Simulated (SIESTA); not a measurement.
The system is Mg3Sb2.

```
Sb Mg
1.0
     4.58200    0.00000    0.00000
    -2.29100    3.96813    0.00000
     0.00000    0.00000    7.24400
Sb Mg
2 3
Cartesian
  2.2910 1.3227 5.5417
  0.0000 2.6454 1.7023
  0.0000 0.0000 0.0000
  2.2910 1.3227 2.6803
  0.0000 2.6454 4.5637
```

Base run:

```yaml
Program: SIESTA 5.4.2
Functional: PBE
Potentials_or_basis: PseudoDojo 0.4 standard (PBE files)
Basis: DZP (energy shift 0.003 Ry; two zetas on semicore shells)
Grid_cutoff: 800 Ry
Energy_shift: 0.003 Ry
k_mesh: 7 × 7 × 4
Occupations: fermi-dirac, width 0.05 eV
Spin: no spin polarisation
```

Its results: band gap on the k mesh 0.24 eV, indirect (least direct gap 1.17 eV); pressure 2.3 GPa; largest force 0.687 eV/Å.

**Question.** The run is repeated on the same cell with these changes: functional from PBE to LDA; potentials or basis from PseudoDojo 0.4 standard (PBE files) to PseudoDojo 0.4 standard (LDA files). What comes out?

**Answer.** Band gap on the k mesh 0.20 eV, indirect (least direct gap 1.04 eV); pressure -0.5 GPa; largest force 0.546 eV/Å.

Caveats: spin-orbit coupling is left out, which moves the levels of the heavy elements; the basis of atomic orbitals isn't converged, which shifts pressures, moduli and gaps; an odd mesh through Γ misses points on the zone boundary, where band edges often lie (some runs).

Not every run made on this cell is shown here.
